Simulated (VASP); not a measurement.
## Pb: equation of state with PBE

Pb:

```
CELL_PARAMETERS angstrom
0.00000 2.47502 2.47502
2.47502 0.00000 2.47502
2.47502 2.47502 0.00000
ATOMIC_POSITIONS crystal
Pb 0.00000 0.00000 0.00000
```

```yaml
Program: VASP 6.6.1
Task: equation of state
Functional: PBE
Potentials_or_basis: VASP PAW PBE potentials, release 64 (Pb_d)
Cutoff: 520 eV
k_mesh: 9 × 9 × 9
Occupations: fermi-dirac, width 0.05 eV
Spin: no spin polarisation
Further_INCAR_settings: ALGO = Normal; EDIFF = 1e-07; NBANDS = 13
```

| Property | Result |
| --- | --- |
| Equilibrium volume | 31.89 Å³/atom |
| Bulk modulus | 40 GPa |
| Pressure derivative of the bulk modulus | 5.4 |

Energy against volume, from the lowest point:
```
volume (Å³/atom)  energy (meV/atom)
          28.503              56.10
          29.110              36.06
          29.716              20.99
          30.323              10.30
          30.929               3.56
          31.535               0.26
          32.142               0.00
```

All runs of the series together: 62 s on 1 thread of AMD EPYC 9R45 (Zen 5), with other jobs on the host.

The cell as given is a measured one (30.32 Å³/atom); PBE puts the equilibrium volume +5.2 % from it, thermal expansion not counted.

Spin-orbit coupling is left out, which matters for the levels of Pb.
